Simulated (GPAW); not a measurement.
Runs of GPAW 26.7.0 on MoSe2. Symmetry: P6_3/mmc, No. 194, hexagonal system. Conventional cell: a = 3.288 Å, b = 3.288 Å, c = 12.900 Å, α = 90.00°, β = 90.00°, γ = 120.00°. Mo (site symmetry -6m2) is surrounded by 6 Se at 2.49 Å. Se (site symmetry 3m) is surrounded by 3 Mo at 2.49 Å. 

| task | level | potentials or basis | spin | cell | optimizer | fmax | max steps | band path | band points | gap on the mesh (eV) | pressure (GPa) | relaxed volume (Å³/atom) | largest force (eV/Å) |
| --- | --- | --- | --- | --- | --- | --- | --- | --- | --- | --- | --- | --- | --- |
| relaxation of cell and atoms | RPBE+D3 | the program's PAW data sets (release 1.2.1) made for this functional, pw | off | relaxed | BFGS | 0.02 eV/Å | 40 | - | - | 0.90 | 0.0 | 20.76 | - |
| band structure | PBEint | PAW data sets generated in the run's folder for this functional, pw | SOC, no magnetisation | as given | - | - | - | GMKGALHA,LM,KH | 60 | 0.84 | (a) | - | 0.85 |
| relaxation of cell and atoms | PBE+D3 | GPAW PAW data sets (gpaw-data 1.2.1), pw | off | relaxed | LBFGS | 0.05 eV/Å | 40 | - | - | 0.87 | 0.0 | 20.39 | 0.05 |
| band structure | vdW-DF2 | GPAW PAW data sets (gpaw-data 1.2.1), pw | SOC, no magnetisation | as given | - | - | - | GMKGALHA,LM,KH | 80 | (b) | - | - | 2.12 |

Alike in all rows: k mesh 6 × 6 × 2; cutoff (eV) 600; smearing fermi-dirac 0.05 eV; the mesh is coarse, so values aren't converged.

Q: Fill in the values left out.

A: (a) 4.2; (b) 0.81.

Caveats: later steps reuse the first step's grids (some runs); spin-orbit coupling was added after a scalar SCF, so levels and gaps hold it while energy, forces, pressure and moments don't (some runs); this program's spin-orbit splittings come out too wide for heavy elements (some runs); the cell's inner coordinates are idealised or old, which leaves forces on the atoms (some runs); the PAW data sets were made with another functional, which shifts forces and pressure a little (some runs).

A k mesh can miss the band edges, and rows without SOC leave out spin-orbit coupling on Mo, Se.
